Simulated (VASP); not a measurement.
Here is a VASP 6.6.1 calculation.

Contents of INCAR:

```
PREC = Accurate ; ENCUT = 520
EDIFF = 1E-6 ; ISMEAR = -1
SIGMA = 0.05 ; LREAL = F
LASPH = T ; NELM = 100
ALGO = Fast ; ISIF = 2
LWAVE = F ; LCHARG = F
GGA = PE ; NBANDS = 35
```

KPOINTS

```
Automatic mesh
0
Gamma
  6 6 8
```

Contents of POSCAR:

```
SnO2
1.0
    4.6739651233      0.0000000000      0.0000000000
    0.0000000000      4.6739651233      0.0000000000
    0.0000000000      0.0000000000      3.1434339099
Sn O
2 4
Direct
    0.5000000000      0.5000000000      0.5000000000
    0.0000000000      0.0000000000      0.0000000000
    0.8071000000      0.1929000000      0.5000000000
    0.6929000000      0.6929000000      0.0000000000
    0.1929000000      0.8071000000      0.5000000000
    0.3071000000      0.3071000000      0.0000000000
```

Potentials or basis: VASP PAW PBE potentials, release 64 (Sn_d, O).

Command:

```sh
$ cat potpaw_PBE.64/Sn_d/POTCAR potpaw_PBE.64/O/POTCAR > POTCAR
$ mpirun -np 1 vasp_std > vasp.out
```

(1) Estimate the band gap on the k mesh.

(2) Estimate the largest force.

Results:

(1) 1.76 eV, direct.

(2) 0.477 eV/Å.

Caveat: spin-orbit coupling is left out, which moves the levels of the heavy elements.
